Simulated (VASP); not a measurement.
VASP input:

**INCAR**
```
SYSTEM = InN
PREC = Accurate
ENCUT = 520
EDIFF = 1E-6
NELM = 100
ALGO = Normal
LREAL = .FALSE.
LASPH = .TRUE.
ISMEAR = 0
SIGMA = 0.05
GGA = PE
LMAXMIX = 4
LWAVE = .FALSE.
LCHARG = .FALSE.
ISIF = 2
IBRON = 2
NSW = 10
POTIM = 0.5
ISYM = 0
```

### KPOINTS
```
Automatic mesh
0
Gamma
6 6 3
0 0 0
```

POSCAR:
```
InN
1
    1.7700000000    -3.0657300000     0.0000000000
    1.7700000000     3.0657300000     0.0000000000
    0.0000000000     0.0000000000     5.7000000000
In N
2 2
Direct
  0.6924106405   0.3753859697   0.5000000000
  0.3333330000   0.6666670000   0.0000000000
  0.6666670000   0.3333330000   0.8790000000
  0.3333330000   0.6666670000   0.3790000000
```

POTCAR, in this order: In_d N (PBE.64 set). Program: vasp_std.

What VASP printed:

standard output:
```
...
      2 T=     1. E= -.21281175E+02 F= -.21281410E+02 E0= -.21281170E+02  EK= 0.23503E-03 SP= 0.00E+00 SK= 0.00E+00
 bond charge predicted
 prediction of wavefunctions
       N       E                     dE             d eps       ncg     rms          rms(c)
DAV:   1    -0.212818301806E+02   -0.42030E-03   -0.13973E-04  2464   0.765E-02    0.546E-03
DAV:   2    -0.212818305559E+02   -0.37539E-06   -0.57447E-06  3222   0.214E-02
      3 T=     2. E= -.21281175E+02 F= -.21281831E+02 E0= -.21281591E+02  EK= 0.65535E-03 SP= 0.00E+00 SK= 0.00E+00
 bond charge predicted
 prediction of wavefunctions
       N       E                     dE             d eps       ncg     rms          rms(c)
DAV:   1    -0.212824575913E+02   -0.62741E-03   -0.11510E-03  2464   0.203E-01    0.865E-03
DAV:   2    -0.212824593925E+02   -0.18012E-05   -0.21922E-05  3228   0.411E-02    0.245E-03
DAV:   3    -0.212824591878E+02    0.20467E-06   -0.43881E-07  1400   0.742E-03
      4 T=     3. E= -.21281175E+02 F= -.21282459E+02 E0= -.21282219E+02  EK= 0.12840E-02 SP= 0.00E+00 SK= 0.00E+00
 bond charge predicted
 prediction of wavefunctions
       N       E                     dE             d eps       ncg     rms          rms(c)
DAV:   1    -0.212832893551E+02   -0.82996E-03   -0.20338E-03  2464   0.269E-01    0.110E-02
DAV:   2    -0.212832928016E+02   -0.34464E-05   -0.38515E-05  3260   0.540E-02    0.275E-03
DAV:   3    -0.212832925539E+02    0.24763E-06   -0.66373E-07  1578   0.988E-03
      5 T=     5. E= -.21281175E+02 F= -.21283293E+02 E0= -.21283052E+02  EK= 0.21173E-02 SP= 0.00E+00 SK= 0.00E+00
 bond charge predicted
 prediction of wavefunctions
       N       E                     dE             d eps       ncg     rms          rms(c)
DAV:   1    -0.212843205272E+02   -0.10277E-02   -0.31695E-03  2464   0.336E-01    0.137E-02
DAV:   2    -0.212843259110E+02   -0.53838E-05   -0.60160E-05  3252   0.677E-02    0.343E-03
DAV:   3    -0.212843255395E+02    0.37142E-06   -0.11159E-06  1846   0.126E-02
      6 T=     8. E= -.21281175E+02 F= -.21284326E+02 E0= -.21284084E+02  EK= 0.31502E-02 SP= 0.00E+00 SK= 0.00E+00
 bond charge predicted
 prediction of wavefunctions
       N       E                     dE             d eps       ncg     rms          rms(c)
DAV:   1    -0.212855447920E+02   -0.12189E-02   -0.45429E-03  2464   0.402E-01    0.164E-02
DAV:   2    -0.212855524574E+02   -0.76654E-05   -0.85804E-05  3260   0.809E-02    0.411E-03
DAV:   3    -0.212855519421E+02    0.51526E-06   -0.16738E-06  2088   0.146E-02
      7 T=    11. E= -.21281175E+02 F= -.21285552E+02 E0= -.21285310E+02  EK= 0.43765E-02 SP= 0.00E+00 SK= 0.00E+00
 bond charge predicted
 prediction of wavefunctions
       N       E                     dE             d eps       ncg     rms          rms(c)
DAV:   1    -0.212869547793E+02   -0.14023E-02   -0.61472E-03  2464   0.468E-01    0.191E-02
DAV:   2    -0.212869651098E+02   -0.10331E-04   -0.11582E-04  3268   0.939E-02    0.479E-03
DAV:   3    -0.212869644265E+02    0.68328E-06   -0.23781E-06  2324   0.165E-02
      8 T=    15. E= -.21281176E+02 F= -.21286964E+02 E0= -.21286722E+02  EK= 0.57889E-02 SP= 0.00E+00 SK= 0.00E+00
 bond charge predicted
 prediction of wavefunctions
       N       E                     dE             d eps       ncg     rms          rms(c)
DAV:   1    -0.212885420722E+02   -0.15770E-02   -0.79741E-03  2464   0.533E-01    0.217E-02
DAV:   2    -0.212885554037E+02   -0.13332E-04   -0.14985E-04  3268   0.107E-01    0.548E-03
DAV:   3    -0.212885545273E+02    0.87639E-06   -0.32374E-06  2594   0.185E-02
      9 T=    19. E= -.21281176E+02 F= -.21288555E+02 E0= -.21288311E+02  EK= 0.73789E-02 SP= 0.00E+00 SK= 0.00E+00
 bond charge predicted
 prediction of wavefunctions
       N       E                     dE             d eps       ncg     rms          rms(c)
DAV:   1    -0.212902971329E+02   -0.17417E-02   -0.10013E-02  2464   0.597E-01    0.244E-02
DAV:   2    -0.212903137957E+02   -0.16663E-04   -0.18786E-04  3268   0.120E-01    0.618E-03
DAV:   3    -0.212903126890E+02    0.11067E-05   -0.41361E-06  2760   0.205E-02    0.458E-03
DAV:   4    -0.212903123190E+02    0.37003E-06   -0.10837E-06  1562   0.105E-02
     10 T=    24. E= -.21281176E+02 F= -.21290312E+02 E0= -.21290067E+02  EK= 0.91367E-02 SP= 0.00E+00 SK= 0.00E+00
 bond charge predicted
 prediction of wavefunctions
 wavefunctions rotated
```

File OUTCAR:
```
------------------------ aborting loop because EDIFF is reached ----------------------------------------
  FORCE on cell =-STRESS in cart. coord.  units (eV):
  Direction    XX          YY          ZZ          XY          YZ          ZX
  --------------------------------------------------------------------------------------
  Total        1.8096620      2.5731916      2.3007174     -0.9966982     -0.1616943     -0.5501801
  in kB       46.8701157     66.6454787     59.5884146    -25.8144117     -4.1878700    -14.2496264
  external PRESSURE =      57.7013363 kB  Pullay stress =       0.0000000 kB
  kinetic pressure (ideal gas correction) =      0.14 kB
  total pressure  =     57.84 kB
  Total+kin.    47.257      66.681      59.593     -25.697      -4.200     -14.290
  volume of cell :       61.86
      direct lattice vectors                 reciprocal lattice vectors
     1.770000000 -3.065730000  0.000000000     0.282485876 -0.163093293  0.000000000
     1.770000000  3.065730000  0.000000000     0.282485876  0.163093293  0.000000000
     0.000000000  0.000000000  5.700000000     0.000000000  0.000000000  0.175438596
 POSITION                                       TOTAL-FORCE (eV/Angst)
 -----------------------------------------------------------------------------------
      1.88899     -0.97222      2.85012        -1.013512     -0.331358      0.112642
      1.77004      1.02193      5.69997         0.051269      0.016822     -0.035824
      1.77038     -1.02174      5.01032         0.047447      0.022278      0.000065
      1.77755      1.02416      2.15951         0.916165      0.292696     -0.076542
 -----------------------------------------------------------------------------------
    total drift:                                0.001368      0.000438      0.000342
  FREE ENERGIE OF THE ION-ELECTRON SYSTEM (eV)
  ---------------------------------------------------
  free  energy   TOTEN  =       -21.2903123190 eV

  energy  without entropy=      -21.2898220018  energy(sigma->0) =      -21.29006716
  ENERGY OF THE ELECTRON-ION-THERMOSTAT SYSTEM (eV)
  ---------------------------------------------------
% ion-electron   TOTEN  =       -21.290312  see above
  kinetic energy EKIN   =         0.009137
  kin. lattice  EKIN_LAT=         0.000000  (temperature   23.56 K)
  nose potential ES     =         0.000000
  nose kinetic   EPS    =         0.000000
  ---------------------------------------------------
  total energy   ETOTAL =       -21.281176 eV
```
(Selected blocks of OUTCAR.)

The run ends quietly. Is anything wrong with it?

The cause: IBRION is misspelt, so VASP ignores the line and takes its default. The run ends without an error. Against the sound run, the energy per atom (σ→0) increases by 0.019 eV/atom; the pressure rises by 0.49 GPa; the largest force rises by 1.133 eV/Å. To mend it, set IBRION = 2, set NSW = 40, set EDIFFG = -0.01, remove IBRON, remove POTIM, remove ISYM.

The mended run (PBE GGA, plane waves, VASP's PBE PAW potentials (set 64)) converges, and its OSZICAR ends with
```
  14 F= -.21359270E+02 E0= -.21358915E+02  d E =-.150156E-04
```

The compound is InN in the wurtzite structure. The cell was not relaxed at this level, atoms are displaced from their ideal sites.
